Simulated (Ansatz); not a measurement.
The system is CuI (Marshite).

```
I Cu
1.0
     0.00000    3.03150    3.03150
     3.03150    0.00000    3.03150
     3.03150    3.03150    0.00000
I Cu
1 1
Cartesian
  0.0000 0.0000 0.0000
  4.5473 4.5473 4.5473
```

```yaml
Program: Ansatz 0.2.0
Task: relaxation of cell and atoms
Functional: BLYP
Dispersion: D3(BJ)
Potentials_or_basis: all-electron LAPW, scalar-relativistic
Basis_error_allowed: 0.001 eV/atom
k_mesh: 8 × 8 × 8
Occupations: fermi-dirac, width 0.05 eV
Spin: no spin polarisation
```

At the start: volume 27.86 Å³/atom.

Task: How do energy, volume and symmetry change on relaxing?

Result: Over 3 steps the energy falls by 6.7 meV/atom and the volume is 26.71 Å³/atom (-4.1 %); space group F-43m (No. 216, to 0.05 Å).

Step by step:
| step | energy change (eV) | largest force (eV/Å) | volume (Å³) |
| --- | --- | --- | --- |
| 1 | 0.0000 | 0.0000 | 55.72 |
| 2 | -0.0133 | 0.0000 | 53.41 |
| 3 | -0.0133 | 0.0000 | 53.41 |

Final structure:
```
I Cu
1.0
     0.00000    2.98909    2.98909
     2.98909    0.00000    2.98909
     2.98909    2.98909    0.00000
I Cu
1 1
Direct
  0.00000 0.00000 0.00000
  0.75000 0.75000 0.75000
```
